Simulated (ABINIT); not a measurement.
Crystal: ZnSe (Stilleite).

```xyz
2
Lattice="0.0000 2.8338 2.8338 2.8338 0.0000 2.8338 2.8338 2.8338 0.0000" Properties=species:S:1:pos:R:3 pbc="T T T"
Se    4.2507    4.2507    4.2507
Zn    0.0000    0.0000    0.0000
```

Base run:

```yaml
Program: ABINIT 10.8.3 (patched build)
Functional: AM05
Potentials_or_basis: JTH PAW PBE v2.0
Cutoff: 544 eV
k_mesh: 8 × 8 × 8
Occupations: fermi-dirac, width 0.05 eV
Spin: no spin polarisation
```

Its results: band gap on the k mesh 1.27 eV, direct.

Question: After a change of settings the same cell gave: band gap on the k mesh 1.13 eV, direct. Which change was it?
A. functional from AM05 to OLYP
B. functional from AM05 to WC
C. functional from AM05 to revPBE
D. functional from AM05 to RPBE

Answer: B.

Runs at the PBE level aren't shown here.
